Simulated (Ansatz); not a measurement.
# How Mo stores the work of compression

Computed with Ansatz 0.2.0, DFT r2SCAN, scalar-relativistic, plane waves, PAW. Run with 500 eV cutoff, 18×18×18 k-mesh, Gaussian smearing of 0.10 eV, no spin polarisation.

Starting point, cell and atoms relaxed:

```
Mo
1.0
    -1.57522    1.57522    1.57522
     1.57522   -1.57522    1.57522
     1.57522    1.57522   -1.57522
Mo
1
Direct
  0.00000 0.00000 0.00000
```

Cell and atoms were relaxed at each target pressure within the start's symmetry (Im-3m), at zero temperature; other phases can be more stable under pressure. H = E + PV with P the target; E is the free energy at the smearing used, whose derivative the pressure is, per atom and counted from zero pressure.

```csv
P (GPa),V (Å³/atom),E − E0 (meV),H − H0 (meV)
0,15.634,0.0,0.0
2,15.521,0.7,194.5
5,15.356,4.3,483.5
10,15.105,16.0,958.8
20,14.658,57.6,1887.3
40,13.931,191.7,3669.7
```

Problem. Thermodynamics gives dH/dP = V along a relaxed path. Integrate V over P by the trapezoid rule and compare with the computed enthalpies.

Solution. With 1 eV/Å³ = 160.22 GPa, each step adds the mean volume times ΔP / 160.22:
| P (GPa) | ∫V dP (meV) | H − H0 (meV) | difference (meV) |
| --- | --- | --- | --- |
| 2 | 194.5 | 194.5 | 0.0 |
| 5 | 483.5 | 483.5 | 0.0 |
| 10 | 958.8 | 958.8 | 0.0 |
| 20 | 1887.6 | 1887.3 | 0.4 |
| 40 | 3672.0 | 3669.7 | 2.3 |

V(P) curves upward, so the trapezoid rule runs high; integrating a smooth curve through the same points puts that excess at about 2.5 meV at 40 GPa, against the 2.3 meV found.

Problem. At 40 GPa, how much of the enthalpy change is stored energy and how much is the PV term?

Solution. E rises by 192 meV/atom and PV is 40 × 13.931 / 160.22 = 3478 meV/atom, so PV makes 95 % of ΔH. So between rival structures at high pressure a small difference in volume can outweigh the difference in energy: 1 % of this volume is worth 34.8 meV/atom at this pressure.

Problem. What bulk modulus do the lowest pressures give?

Solution. From the pressures that the runs reached, -2.00 GPa (15.752 Å³) and 2.00 GPa (15.521 Å³), B = −ΔP/Δln V = 4.00 / 0.0148 = 270 GPa, a mean over that range.